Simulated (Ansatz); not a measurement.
## Ba: levels along high-symmetry lines

```yaml
crystal:
  lattice:
    - [-4.13119, 4.13119, 3.83677]
    - [4.13119, -4.13119, 3.83677]
    - [4.13119, 4.13119, -3.83677]
  atoms:
    - { symbol: Ba, position: [0.81814, 0.68186, 0.50000] }
    - { symbol: Ba, position: [0.18186, 0.31814, 0.50000] }
    - { symbol: Ba, position: [0.31814, 0.81814, 0.13628] }
    - { symbol: Ba, position: [0.68186, 0.18186, 0.86372] }
```

Atoms are numbered in the order listed.

Structure from Materials Project entry mp-570384 (possibly hypothetical), not relaxed further.

Spin–orbit coupling is left out, though it moves levels of the heavy atoms by tenths of an eV or more.

All numbers below come from DFT, PBE, all-electron LAPW, scalar-relativistic (Ansatz 0.2.0).

Settings: a Γ-centred 6×6×6 k mesh, Fermi–Dirac smearing of 0.03 eV, basis error target 1 meV/atom, no spin polarisation.

Points in fractions of the reciprocal vectors of this cell: Γ (0, 0, 0), X (0, 0, 0.5), M (-0.5, 0.5, 0.5), Z (0.466, 0.466, -0.466), Z0 (-0.466, 0.534, 0.466), P (0.25, 0.25, 0.25). The path joins them by straight lines in the order Γ–X–M–Γ–Z–Z0–M–X–P; legs that retrace an earlier one aren't tabulated. Energies are in eV from the Fermi level.

Task: Metal or insulator at this level of theory?

Result: No gap opens: metallic or semimetallic.

Task: Tabulate bands 38 to 43, counted from the lowest band of the run, along the path.

Result: 
```csv
k (1/Å),point,band 38,band 39,band 40,band 41,band 42,band 43
0.00,Γ,-0.51,-0.47,-0.24,0.23,0.23,0.88
0.13,,-0.45,-0.42,-0.34,0.25,0.26,0.79
0.27,,-0.45,-0.31,-0.26,-0.01,0.27,0.68
0.40,,-0.70,-0.21,-0.11,-0.05,0.20,0.37
0.54,X,-1.08,-0.01,-0.01,0.03,0.07,0.15
0.67,,-1.04,-0.19,0.00,0.02,0.18,0.24
0.81,,-0.95,-0.55,0.11,0.13,0.28,0.41
0.94,,-0.86,-0.84,0.24,0.25,0.32,0.53
1.08,M,-0.82,-0.82,0.17,0.27,0.49,0.49
1.27,,-0.82,-0.60,0.09,0.18,0.37,0.54
1.46,,-0.43,-0.23,-0.20,-0.02,0.06,0.45
1.65,,-0.42,-0.35,-0.34,0.04,0.44,0.60
1.84,Γ,-0.51,-0.47,-0.24,0.23,0.23,0.88
2.03,,-0.63,-0.39,-0.16,0.22,0.22,0.73
2.22,,-0.66,-0.14,-0.14,-0.11,0.04,0.43
2.41,,-0.61,-0.61,-0.34,0.15,0.32,0.51
2.60,Z,-0.81,-0.81,0.12,0.27,0.49,0.49
2.86,,-1.05,-0.61,-0.23,0.22,0.35,0.46
3.12,,-1.20,-0.52,-0.52,0.19,0.19,0.88
3.38,,-1.05,-0.61,-0.23,0.22,0.35,0.46
3.64,Z0,-0.81,-0.81,0.12,0.27,0.49,0.49
3.65,,-0.82,-0.82,0.14,0.27,0.49,0.49
3.66,,-0.82,-0.82,0.16,0.27,0.49,0.49
3.68,,-0.82,-0.82,0.17,0.27,0.49,0.49
3.69,M,-0.82,-0.82,0.17,0.27,0.49,0.49
4.23,X,-1.08,-0.01,-0.01,0.03,0.07,0.15
4.33,,-1.06,-0.16,-0.16,0.02,0.21,0.25
4.43,,-0.98,-0.39,-0.37,0.12,0.34,0.35
4.54,,-0.88,-0.65,-0.56,0.26,0.39,0.46
4.64,P,-0.91,-0.73,-0.73,0.37,0.37,0.64
```
